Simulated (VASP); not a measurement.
A run of VASP 6.6.1:

INCAR

```
SYSTEM = W
PREC = Accurate
ENCUT = 520
EDIFF = 1E-7
ISMEAR = 1
SIGMA = 0.2
LREAL = .False.
LASPH = .True.
NELM = 60
ALGO = Normal
ISIF = 3
LWAVE = .False.
LCHARG = .False.
GGA = PE
IBRION = 2
NSW = 80
EDIFFG = -0.002
```

KPOINTS

```
Automatic mesh
0
Gamma
  18 18 18
  0 0 0
```

Contents of POSCAR:

```
W                                       
1.0
   -1.5926499075      1.5926499075      1.5926499075
    1.5926499075     -1.5926499075      1.5926499075
    1.5926499075      1.5926499075     -1.5926499075
  W             
     1
Direct
     0.0000000000000000    0.0000000000000000    0.0000000000000000
```

Potentials or basis: VASP PAW PBE potentials, release 64 (W_sv).

Launch:

```bash
$ cat potpaw_PBE.64/W_sv/POTCAR > POTCAR
$ mpirun -np 1 vasp_std > vasp.out
```

Hardware: 1 thread of AMD EPYC 7R13 Processor (Zen 3), with other jobs on the host.

Q: Estimate the wall time of this run.

A: It took 28 s on 1 thread of AMD EPYC 7R13 Processor (Zen 3), with other jobs on the host, peak memory 0.13 GiB. Counts: scf iterations 13, k points 195, ion steps 1.
